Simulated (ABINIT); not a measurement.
# BaS (Fm-3m) in ABINIT: single point with PBE0

Aim: the single point of BaS with PBE0.

All numbers are computed with ABINIT 10.8.3 (patched build); they aren't measurements. Logs are shortened: lines on timing, memory, paths and dates and some standing lists are left out, and cuts for length are marked. The log counts tension as positive stress, the text compression.

**Experimental background.**

A printed reference work, monograph, original work of 1988 reports, for a bulk crystal of BaS at 2 K: band gap 3.806 eV (indirect).

The runs below are set against these values where they give the same quantity.

## Step 1: The crystal as given

Symmetry: Fm-3m, No. 225, cubic system. Conventional cell: a = 6.388 Å, b = 6.388 Å, c = 6.388 Å, α = 90.00°, β = 90.00°, γ = 90.00°. Around Ba (site symmetry m-3m) lie 6 S at 3.19 Å. S (site symmetry m-3m) is surrounded by 6 Ba at 3.19 Å.

## Step 2: Single point, PBE0

Input file run.abi:

```
pp_dirpath "./"
pseudos "56_Ba_10_2.8_2.8_pbe_n_v1.0.psp8, 16_S_6_1.8_1.9_pbe_n_v1.0.psp8"

acell 3*1.0
rprim
     0.0000000000     6.0353128105     6.0353128105
     6.0353128105     0.0000000000     6.0353128105
     6.0353128105     6.0353128105     0.0000000000
ntypat 2
znucl 56 16
natom 2
typat 1 2
xred
     0.0000000000     0.0000000000     0.0000000000
     0.5000000000     0.5000000000     0.5000000000

ecut 18.0

kptopt 1
ngkpt 6 6 6
nshiftk 1
shiftk 0.0 0.0 0.0

ixc 41

nband 10
occopt 1

nstep 60
diemac 6.0
toldfe 1.0e-7

iomode 3
prtwf 0
prteig 0
prtebands 0
enunit 1
prtden 1
prtvha 1
prtvclmb 1
prtpot 1
prtelf 1
```

Potentials or basis: SPMS NC PBE v1.0.

Started as:

```
$ mpirun --bind-to none -np 8 abinit run.abi > log 2>&1
```

run.abo:

```text
.Version 10.8.3 of ABINIT
 Symmetries : space group Fm -3 m (#225); Bravais cF (face-center cubic)
================================================================================
 Values of the parameters that define the memory need of the present run
     intxc =       0    ionmov =       0      iscf =       7    lmnmax =       8
     lnmax =       8     mgfft =      36  mpssoang =       4    mqgrid =    3001
     natom =       2  nloc_mem =       1    nspden =       1   nspinor =       1
    nsppol =       1      nsym =      48    n1xccc =    2501    ntypat =       2
    occopt =       1   xclevel =       2
       mpw =        1639          nfft =       46656          nkpt =          16
================================================================================
================================================================================

--------------------------------------------------------------------------------
------------- Echo of variables that govern the present computation ------------
--------------------------------------------------------------------------------
 -outvars: echo values of preprocessed input variables --------
            acell      1.0000000000E+00  1.0000000000E+00  1.0000000000E+00 Bohr
              amu      1.37327000E+02  3.20660000E+01
           diemac      6.00000000E+00
             ecut      1.80000000E+01 Hartree
           enunit           1
              ixc          41
                       outvar_i_n : Printing only first  50 k-points.
         kptrlatt        6    0    0      0    6    0      0    0    6
          kptrlen      5.12113274E+01
            natom           2
            nband          10
          nbandhf           8
            ngfft          36      36      36
             nkpt          16
           nkpthf         216
            nstep          60
             nsym          48
           ntypat           2
        prtebands           0
           prteig           0
           prtelf           1
           prtpot           1
         prtvclmb           1
           prtvha           1
            prtwf           0
            rprim      0.0000000000E+00  6.0353128105E+00  6.0353128105E+00
                       6.0353128105E+00  0.0000000000E+00  6.0353128105E+00
                       6.0353128105E+00  6.0353128105E+00  0.0000000000E+00
          spgroup         225
           toldfe      1.00000000E-07 Hartree
            typat      1  2
          usefock           1
           xangst      0.0000000000E+00  0.0000000000E+00  0.0000000000E+00
                       3.1937499978E+00  3.1937499978E+00  3.1937499978E+00
            xcart      0.0000000000E+00  0.0000000000E+00  0.0000000000E+00
                       6.0353128105E+00  6.0353128105E+00  6.0353128105E+00
             xred      0.0000000000E+00  0.0000000000E+00  0.0000000000E+00
                       5.0000000000E-01  5.0000000000E-01  5.0000000000E-01
            znucl       56.00000   16.00000

================================================================================

 chkinp: Checking input parameters for consistency.

================================================================================
== DATASET  1 ==================================================================

--- !DatasetInfo
iteration_state: {dtset: 1, }
dimensions: {natom: 2, nkpt: 16, mband: 10, nsppol: 1, nspinor: 1, nspden: 1, mpw: 1639, }
cutoff_energies: {ecut:  18.0, pawecutdg:  -1.0, }
electrons: {nelect:   1.60000000E+01, charge:   0.00000000E+00, occopt:   1.00000000E+00, tsmear:   1.00000000E-02, }
meta: {optdriver: 0, ionmov: 0, optcell: 0, iscf: 7, paral_kgb: 0, }
...

 Exchange-correlation functional for the present dataset will be:
  PBE0 with alpha=0.25

 Real(R)+Recip(G) space primitive vectors, cartesian coordinates (Bohr,Bohr^-1):
 R(1)=  0.0000000  6.0353128  6.0353128  G(1)= -0.0828457  0.0828457  0.0828457
 R(2)=  6.0353128  0.0000000  6.0353128  G(2)=  0.0828457 -0.0828457  0.0828457
 R(3)=  6.0353128  6.0353128  0.0000000  G(3)=  0.0828457  0.0828457 -0.0828457
 Unit cell volume ucvol=  4.3967255E+02 bohr^3
 Angles (23,13,12)=  6.00000000E+01  6.00000000E+01  6.00000000E+01 degrees

 getcut: wavevector=  0.0000  0.0000  0.0000  ngfft=  36  36  36
         ecut(hartree)=     18.000   => boxcut(ratio)=   2.20844

 getcut : COMMENT -
  Note that boxcut > 2.2 ; recall that boxcut=Gcut(box)/Gcut(sphere) = 2
  is sufficient for exact treatment of convolution.
  Such a large boxcut is a waste : you could raise ecut
  e.g. ecut=   21.947507 Hartrees makes boxcut=2

--- Pseudopotential description ------------------------------------------------
- pspini: atom type   1  psp file is ./56_Ba_10_2.8_2.8_pbe_n_v1.0.psp8
    8   11    3    4       600   0.00000      pspcod,pspxc,lmax,lloc,mmax,r2well
    5.99000000000000    5.00000000000000    0.00000000000000   rchrg,fchrg,qchrg
     nproj     2     2     2     2
     extension_switch     1

- pspini: atom type   2  psp file is ./16_S_6_1.8_1.9_pbe_n_v1.0.psp8
    8   11    2    4       600   0.00000      pspcod,pspxc,lmax,lloc,mmax,r2well
    5.99000000000000    6.00000000000000    0.00000000000000   rchrg,fchrg,qchrg
     nproj     2     2     2
     extension_switch     1

   5.52190165E+02                                ecore*ucvol(ha*bohr**3)
--------------------------------------------------------------------------------

================================================================================

--- !BeginCycle
iteration_state: {dtset: 1, }
solver: {iscf: 7, nstep: 60, nline: 4, wfoptalg: 0, }
tolerances: {toldfe: 1.00E-07, }
...

     iter   Etot(hartree)      deltaE(h)  residm     vres2
 ETOT  1  -38.051921709267    -3.805E+01 2.802E-02 1.367E+01
 ETOT  2  -39.421685453294    -1.370E+00 1.192E-04 4.254E+01
 ETOT  3  -39.423560048657    -1.875E-03 1.966E-04 5.095E+01
 ETOT  4  -39.370824077152     5.274E-02 8.036E-04 2.561E+02
 ETOT  5  -39.386777611842    -1.595E-02 6.075E-03 1.688E+02
 ETOT  6  -39.422695622161    -3.592E-02 2.356E-04 4.774E+01
 ETOT  7  -39.435186150080    -1.249E-02 1.928E-04 3.164E+00
 ETOT  8  -39.437585342586    -2.399E-03 2.594E-05 2.276E-02
 ETOT  9  -39.437784535515    -1.992E-04 4.498E-06 8.799E-02
 ETOT 10  -39.437765488107     1.905E-05 2.125E-06 1.834E-01
 ETOT 11  -39.437806377074    -4.089E-05 2.087E-06 1.778E-03
 ETOT 12  -39.437810790874    -4.414E-06 9.446E-07 5.539E-03
 ETOT 13  -39.437811440972    -6.501E-07 4.539E-07 3.733E-03
 ETOT 14  -39.437811672658    -2.317E-07 2.907E-07 2.637E-03
 ETOT 15  -39.437812293428    -6.208E-07 4.533E-07 8.342E-05
 ETOT 16  -39.437812404662    -1.112E-07 3.392E-07 6.937E-06
 ETOT 17  -39.437812405343    -6.812E-10 3.950E-07 8.384E-07
 ETOT 18  -39.437812404567     7.767E-10 3.600E-07 4.328E-06

 At SCF step   18, etot is converged :
  for the second time, diff in etot=  7.767E-10 < toldfe=  1.000E-07

 Compute ELF
--------------------------------------------------------------------------------

 Compute kinetic energy density

 Compute gradient of the electron density
 Electron Localization Function (ELF) [min:0;max:1]
)     Maximum=    8.8249E-01  at reduced coord.    0.9167    0.9167    0.9444
)     Minimum=    7.4940E-06  at reduced coord.    0.5000    0.5000    0.5000
   Integrated=    1.5711E+02

--------------------------------------------------------------------------------
 End of ELF section

 Cartesian components of stress tensor (hartree/bohr^3)
  sigma(1 1)= -7.17190621E-06  sigma(3 2)=  0.00000000E+00
  sigma(2 2)= -7.17190621E-06  sigma(3 1)=  0.00000000E+00
  sigma(3 3)= -7.17190621E-06  sigma(2 1)=  0.00000000E+00

--- !ResultsGS
iteration_state: {dtset: 1, }
comment   : Summary of ground state results
lattice_vectors:
- [  0.0000000,   6.0353128,   6.0353128, ]
- [  6.0353128,   0.0000000,   6.0353128, ]
- [  6.0353128,   6.0353128,   0.0000000, ]
lattice_lengths: [   8.53522,    8.53522,    8.53522, ]
lattice_angles: [ 60.000,  60.000,  60.000, ] # degrees, (23, 13, 12)
lattice_volume:   4.3967255E+02
convergence: {deltae:  7.767E-10, res2:  4.328E-06, residm:  3.600E-07, diffor: null, }
etotal    :  -3.94378124E+01
entropy   :   0.00000000E+00
fermie    :   9.40825564E-02
cartesian_stress_tensor: # hartree/bohr^3
- [ -7.17190621E-06,   0.00000000E+00,   0.00000000E+00, ]
- [  0.00000000E+00,  -7.17190621E-06,   0.00000000E+00, ]
- [  0.00000000E+00,   0.00000000E+00,  -7.17190621E-06, ]
pressure_GPa:   2.1100E-01
xred      :
- [  0.0000E+00,   0.0000E+00,   0.0000E+00, Ba]
- [  5.0000E-01,   5.0000E-01,   5.0000E-01,  S]
cartesian_forces: # hartree/bohr
- [ -0.00000000E+00,  -0.00000000E+00,  -0.00000000E+00, ]
- [ -0.00000000E+00,  -0.00000000E+00,  -0.00000000E+00, ]
force_length_stats: {min:   0.00000000E+00, max:   0.00000000E+00, mean:   0.00000000E+00, }
...

 Integrated electronic density in atomic spheres:
 ------------------------------------------------
 Atom  Sphere_radius  Integrated_density
    1        2.00000          5.29927651
    2        2.00000          3.91231616
================================================================================

 ----iterations are completed or convergence reached----

 Mean square residual over all n,k,spin=   28.773E-10; max=  36.000E-08
 reduced coordinates (array xred) for    2 atoms
       0.000000000000      0.000000000000      0.000000000000
       0.500000000000      0.500000000000      0.500000000000
 rms dE/dt=  0.0000E+00; max dE/dt=  0.0000E+00; dE/dt below (all hartree)
    1       0.000000000000      0.000000000000      0.000000000000
    2       0.000000000000      0.000000000000      0.000000000000

 cartesian coordinates (angstrom) at end:
    1      0.00000000000000     0.00000000000000     0.00000000000000
    2      3.19374999782086     3.19374999782086     3.19374999782086

 cartesian forces (hartree/bohr) at end:
    1     -0.00000000000000    -0.00000000000000    -0.00000000000000
    2     -0.00000000000000    -0.00000000000000    -0.00000000000000
 frms,max,avg= 0.0000000E+00 0.0000000E+00   0.000E+00  0.000E+00  0.000E+00 h/b

 cartesian forces (eV/Angstrom) at end:
    1     -0.00000000000000    -0.00000000000000    -0.00000000000000
    2     -0.00000000000000    -0.00000000000000    -0.00000000000000
 frms,max,avg= 0.0000000E+00 0.0000000E+00   0.000E+00  0.000E+00  0.000E+00 e/A
 length scales=  1.000000000000  1.000000000000  1.000000000000 bohr
              =  0.529177210544  0.529177210544  0.529177210544 angstroms
 Fermi (or HOMO) energy (eV) =   2.56012   Average Vxc (eV)=  -7.00030
 Eigenvalues (   eV  ) for nkpt=  16  k points:
 kpt#   1, nband= 10, wtk=  0.00463, kpt=  0.0000  0.0000  0.0000 (reduced coord)
 -25.18819   -9.11589   -9.11589   -9.11589   -8.84325    2.56012    2.56012    2.56012
   7.88061    8.29726
 prteigrs : prtvol=0 or 1, do not print more k-points.

--- !EnergyTerms
iteration_state     : {dtset: 1, }
comment             : Components of total free energy in Hartree
kinetic             :  9.98302105947662E+00
hartree             :  4.84444771811881E+00
xc                  : -8.44872760157057E+00
Ewald energy        : -3.12456541999302E+01
psp_core            :  1.25591231098920E+00
local_psp           : -2.07210794314552E+01
non_local_psp+x     :  4.89426773980478E+00
total_energy        : -3.94378124045665E+01
...

--- !EnergyTermsDC
iteration_state     : {dtset: 1, }
comment             : '"Double-counting" decomposition of free energy'
band_energy         : -4.15532243785413E+00
Ewald energy        : -3.12456541999302E+01
psp_core            :  1.25591231098920E+00
xc_dc               : -5.29268449243624E+00
total_energy_dc     : -3.94377488192314E+01
...

 Cartesian components of stress tensor (hartree/bohr^3)
  sigma(1 1)= -7.17190621E-06  sigma(3 2)=  0.00000000E+00
  sigma(2 2)= -7.17190621E-06  sigma(3 1)=  0.00000000E+00
  sigma(3 3)= -7.17190621E-06  sigma(2 1)=  0.00000000E+00

-Cartesian components of stress tensor (GPa)         [Pressure=  2.1100E-01 GPa]
- sigma(1 1)= -2.11004766E-01  sigma(3 2)=  0.00000000E+00
- sigma(2 2)= -2.11004766E-01  sigma(3 1)=  0.00000000E+00
- sigma(3 3)= -2.11004766E-01  sigma(2 1)=  0.00000000E+00

== END DATASET(S) ==============================================================
================================================================================

 -outvars: echo values of variables after computation  --------
            acell      1.0000000000E+00  1.0000000000E+00  1.0000000000E+00 Bohr
           etotal     -3.9437812405E+01
            fcart     -0.0000000000E+00 -0.0000000000E+00 -0.0000000000E+00
                      -0.0000000000E+00 -0.0000000000E+00 -0.0000000000E+00
            rprim      0.0000000000E+00  6.0353128105E+00  6.0353128105E+00
                       6.0353128105E+00  0.0000000000E+00  6.0353128105E+00
                       6.0353128105E+00  6.0353128105E+00  0.0000000000E+00
           strten     -7.1719062087E-06 -7.1719062087E-06 -7.1719062087E-06
                       0.0000000000E+00  0.0000000000E+00  0.0000000000E+00
           xangst      0.0000000000E+00  0.0000000000E+00  0.0000000000E+00
                       3.1937499978E+00  3.1937499978E+00  3.1937499978E+00
             xred      0.0000000000E+00  0.0000000000E+00  0.0000000000E+00
                       5.0000000000E-01  5.0000000000E-01  5.0000000000E-01
 Calculation completed.
```

Run time: 31 min. Hardware: 8 MPI ranks of AMD EPYC 9R45 (Zen 5), shared host; peak memory 0.96 GiB.

Results:

- Free energy: -1073.1575 eV
- Pressure: 0.2 GPa
- Band gap on the k mesh: 3.81 eV, indirect (least direct gap 3.95 eV)
- Valence electrons inside the program's atomic spheres: Ba 5.30; S 3.91

Caveat: the potentials were made for another functional, which shifts forces and pressure; spin-orbit coupling is left out, which moves the levels of the heavy elements.

## Step 3: How close it comes

Step 2. Measured gap of BaS: 3.806 eV (indirect; 2 K; a printed reference work, monograph, original work of 1988). This calculation gives 3.81 eV (0.00 eV). Spin-orbit coupling on Ba is left out. The value is that of PBE0 on a finite k mesh, which can miss the band edges, without temperature or zero-point motion.
